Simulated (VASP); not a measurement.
# CO in VASP: further runs, part 2 of 2

VASP 6.6.1. Earlier steps stand in the parts before.

## 6. Single point, optB86b-vdW

The input, INCAR:

```
AGGAC    = 0.0          
ALGO     = Normal         # electronic algorithm
EDIFF    = 1E-6           # SCF threshold, eV
ENCUT    = 400            # plane-wave cutoff, eV
GGA      = MK             # functional
ISIF     = 2              # what is computed and relaxed
ISMEAR   = 0              # smearing method
ISYM     = 0            
LASPH    = T              # aspherical terms in the spheres
LCHARG   = F              # write CHGCAR
LREAL    = F              # projectors in reciprocal space
LUSE_VDW = T            
LWAVE    = F              # write WAVECAR
NELM     = 100            # most SCF steps
PARAM1   = 0.1234       
PARAM2   = 1.0          
PREC     = Accurate       # precision mode
SIGMA    = 0.01           # smearing width, eV
```

The input, KPOINTS:

```
k-points
0
Gamma
  1 1 1
```

The input, POSCAR:

```
CO                                      
1.0
   11.4664208122      0.0000000000      0.0000000000
    0.0000000000     11.9664208122      0.0000000000
    0.0000000000      0.0000000000     12.4664208122
  C               O             
     1     1
Selective dynamics
Direct
     0.5219830802999965    0.5161969978000016    0.4612390425999990   F   F   F
     0.4773768660984496    0.4918125282876026    0.5398882485923223   T   T   T
```

Potentials or basis: VASP PAW PBE potentials, release 64 (C, O).

On the command line:

```
> cat potpaw_PBE.64/C/POTCAR potpaw_PBE.64/O/POTCAR > POTCAR
> mpirun -np 1 vasp_gam > vasp.out
```

OUTCAR:

```text
EDIFF = 1E-6
   ENCUT = 400
   GGA = MK
   ISIF = 2
   ISMEAR = 0
   ISYM = 0
   LASPH = T
   LREAL = F
   NELM = 100
   PREC = Accurate

 ion  position               nearest neighbor table
   1  0.522  0.516  0.461-   2 1.14
   2  0.477  0.492  0.540-   1 1.14

IMPORTANT INFORMATION: All symmetrisations will be switched off!
NOSYMM: (Re-)initialisation of all symmetry stuff for point group C_1.

----------------------------------------------------------------------------------------

                                     Primitive cell

  volume of cell :    1710.5427

  direct lattice vectors                    reciprocal lattice vectors
    11.466420812  0.000000000  0.000000000     0.087211172  0.000000000  0.000000000
     0.000000000 11.966420812  0.000000000     0.000000000  0.083567176  0.000000000
     0.000000000  0.000000000 12.466420812     0.000000000  0.000000000  0.080215486

  length of vectors
    11.466420812 11.966420812 12.466420812     0.087211172  0.083567176  0.080215486

  position of ions in fractional coordinates (direct lattice)
     0.521983080  0.516196998  0.461239043
     0.477376866  0.491812528  0.539888249

  ion indices of the primitive-cell ions
   primitive index   ion index
                 1           1
                 2           2

----------------------------------------------------------------------------------------

 KPOINTS: k-points

Automatic generation of k-mesh.
 Grid dimensions read from file:
 generate k-points for:    1    1    1

 Generating k-lattice:

  Cartesian coordinates                     Fractional coordinates (reciprocal lattice)
     0.087211172  0.000000000  0.000000000     1.000000000  0.000000000  0.000000000
     0.000000000  0.083567176  0.000000000     0.000000000  1.000000000  0.000000000
     0.000000000  0.000000000  0.080215486     0.000000000  0.000000000  1.000000000

  Length of vectors
     0.087211172  0.083567176  0.080215486

  Shift w.r.t. Gamma in fractional coordinates (k-lattice)
     0.000000000  0.000000000  0.000000000

 Subroutine IBZKPT returns following result:
 ===========================================

 Found      1 irreducible k-points:

 Following reciprocal coordinates:
            Coordinates               Weight
  0.000000  0.000000  0.000000      1.000000
   k-points           NKPTS =      1   k-points in BZ     NKDIM =      1   number of bands    NBANDS=      9
   number of dos      NEDOS =    301   number of ions     NIONS =      2
   total plane-waves  NPLWV = 537600
   dimension x,y,z NGX =    80 NGY =   80 NGZ =   84
   dimension x,y,z NGXF=   160 NGYF=  160 NGZF=  168
   ions per type =               1   1
   NGX,Y,Z   is equivalent  to a cutoff of  11.60, 11.11, 11.20 a.u.
   NGXF,Y,Z  is equivalent  to a cutoff of  23.20, 22.23, 22.40 a.u.
 SYSTEM =  unknown system
   PREC   = accura    normal or accurate (medium, high low for compatibility)
   ISTART =      0    job   : 0-new  1-cont  2-samecut
   ICHARG =      2    charge: 1-file 2-atom 10-const
   ISPIN  =      1    spin polarized calculation?
   LNONCOLLINEAR =      F non collinear calculations
   LSORBIT =      F    spin-orbit coupling
   LASPH  =      T    aspherical Exc in radial PAW
   ENCUT  =  400.0 eV  29.40 Ry    5.42 a.u.  18.70 19.51 20.33*2*pi/ulx,y,z
   NELM   =    100;   NELMIN=  2; NELMDL= -5     # of ELM steps
   EDIFF  = 0.1E-05   stopping-criterion for ELM
   LREAL  =      F    real-space projection
   EDIFFG = 0.1E-04   stopping-criterion for IOM
   NSW    =      0    number of steps for IOM
   IBRION =     -1    ionic relax: 0-MD 1-quasi-New 2-CG
   NFREE  =      0    steps in history (QN), initial steepest desc. (CG)
   ISIF   =      2    stress and relaxation
   ISYM   =      0    0-nonsym 1-usesym 2-fastsym
   POTIM  = 0.5000    time-step for ionic-motion
   TEBEG  =    0.0;   TEEND  =   0.0 temperature during run
   PSTRESS=    0.0 pullay stress
   NELECT =      10.0000    total number of electrons
   NUPDOWN=      -1.0000    fix difference up-down
   EMIN   =  10.00;   EMAX   =-10.00  energy-range for DOS
   EFERMI =   0.00;   METHOD = LEGACY
   ISMEAR =     0;   SIGMA  =   0.01  broadening in eV -4-tet -1-fermi 0-gaus
   EFERMI_NEDOS =   21; number of points for ismear=-14 and -15
   IALGO  =     38    algorithm
   IMIX   =      4    mixing-type and parameters
     AMIX     =   0.40;   BMIX     =  1.00
     AMIX_MAG =   1.60;   BMIX_MAG =  1.00
  volume/ion in A,a.u.               =     855.27      5771.66
  Fermi-wavevector in a.u.,A,eV,Ry     =   0.294915  0.557309  1.183365  0.086975
  Thomas-Fermi vector in A             =   1.157983
   LORBIT       =      0    0 simple, 1 ext, 2 COOP (PROOUT), +10 PAW based schemes
   GGA     = MK    functional components
   LHFCALC =     F    Hartree Fock is set to
   AEXX    =    0.0000 exact exchange contribution
   IVDW_NL    =     1    kernel type
   BPARAM     = 6.3000
   IVDW    =     0    specifies the selected vdW correction
   LEPSILON=     F    determine dielectric tensor
   LRPA    =     F    only Hartree local field effects (RPA)
 non-spin polarized calculation
 Gauss-broadening in eV      SIGMA  =   0.01
  energy-cutoff  :      400.00
  volume of cell :     1710.54
 maximum number of plane-waves:     15554
 NGX is ok and might be reduce to    80
   NGX = 37   NGY = 39   NGZ = 41

 number of electron      10.0000001 magnetization

 Free energy of the ion-electron system (eV)
  ---------------------------------------------------
  ext. energy  EPLUGINS =         0.00000000
  ---------------------------------------------------
  free energy    TOTEN  =       -11.86138250 eV

  energy without entropy =      -11.86138250  energy(sigma->0) =      -11.86138250

 E-fermi :  -8.9355     XC(G=0):  -0.6487

 val. band max:       -9.0463799778   @ k =   0.0000   0.0000   0.0000
 cond. band min:      -2.1216404081   @ k =   0.0000   0.0000   0.0000
 fundamental gap:      6.9247395697
 Fermi energy:        -8.9354922906

 k-point     1 :       0.0000    0.0000    0.0000
  band No.  band energies     occupation
      1     -29.1659      2.00000
      2     -13.9896      2.00000
      3     -11.6955      2.00000
      4     -11.6953      2.00000
      5      -9.0464      2.00000
      6      -2.1216      0.00000
      7      -2.1213      0.00000
      8      -0.4741      0.00000
      9       0.3999      0.00000

------------------------ aborting loop because EDIFF is reached ----------------------------------------

  FORCE on cell =-STRESS in cart. coord.  units (eV):
  Direction    XX          YY          ZZ          XY          YZ          ZX
  --------------------------------------------------------------------------------------
  -------------------------------------------------------------------------------------
  Total       -0.8415888     -0.8390141     -0.9068363     -0.0126419      0.0253284      0.0431694
  in kB       -0.7882729     -0.7858613     -0.8493869     -0.0118410      0.0237238      0.0404346
  external PRESSURE =      -0.8078404 kB  Pullay stress =       0.0000000 kB

 VOLUME and BASIS-vectors are now :
 -----------------------------------------------------------------------------
  energy-cutoff  :      400.00
  volume of cell :     1710.54
      direct lattice vectors                 reciprocal lattice vectors
    11.466420812  0.000000000  0.000000000     0.087211172  0.000000000  0.000000000
     0.000000000 11.966420812  0.000000000     0.000000000  0.083567176  0.000000000
     0.000000000  0.000000000 12.466420812     0.000000000  0.000000000  0.080215486

 POSITION                                       TOTAL-FORCE (eV/Angst)
 -----------------------------------------------------------------------------------
      5.98528      6.17703      5.75000        -0.056379     -0.036405      0.111260
      5.47380      5.88524      6.73047         0.056379      0.036405     -0.111260
 -----------------------------------------------------------------------------------
    total drift:                               -0.000707     -0.000278     -0.001028

  FREE ENERGIE OF THE ION-ELECTRON SYSTEM (eV)
  ---------------------------------------------------
  free  energy   TOTEN  =       -11.8613825027 eV

  energy  without entropy=      -11.8613825027  energy(sigma->0) =      -11.86138250

Total vdW correction in eV:      2.6193921
```

It took 13 min on 1 thread of Intel Xeon 6975P-C (Granite Rapids), shared host; peak memory 3.3 GiB.

Results:

```
Free energy                     : -11.8614 eV
Largest force                   : 0.130 eV/Å
Gap between the frontier levels : 6.92 eV
```

Forces in eV/Å, atoms in the order of the input:
```
C   -0.056 -0.036  0.111
O    0.056  0.036 -0.111
```

Caveat: the cutoff is under 1.25 times the usual one of these potentials, so pressure, stress and relaxed cells hold a basis-set (Pulay) error; the standard files for N, O and F lose accuracy on very short bonds; the PAW data sets were made with another functional, which shifts forces and pressure a little.

## 7. The runs side by side

```tsv
level	gap on the mesh (eV)	largest force (eV/Å)
PBE	6.92	0.03
RPBE	6.98	0.50
RPBE+D3(BJ)	6.98	0.50
r2SCAN+rVV10	7.69	1.01
optB86b-vdW	6.92	0.13
```

Alike in all rows: task single point; potentials or basis VASP PAW PBE potentials, release 64 (C, O); no spin polarisation; cell as given; k mesh 1 × 1 × 1; cutoff (eV) 400; smearing gaussian 0.01 eV.

On the cell as given the gap runs from 6.92 eV (PBE) to 7.69 eV (r2SCAN+rVV10).

Caveats: the cutoff is under 1.25 times the usual one of these potentials, so pressure, stress and relaxed cells hold a basis-set (Pulay) error; the standard files for N, O and F lose accuracy on very short bonds; the PAW data sets were made with another functional, which shifts forces and pressure a little (some runs).

Absolute energies hang on the potentials; compare differences alone.
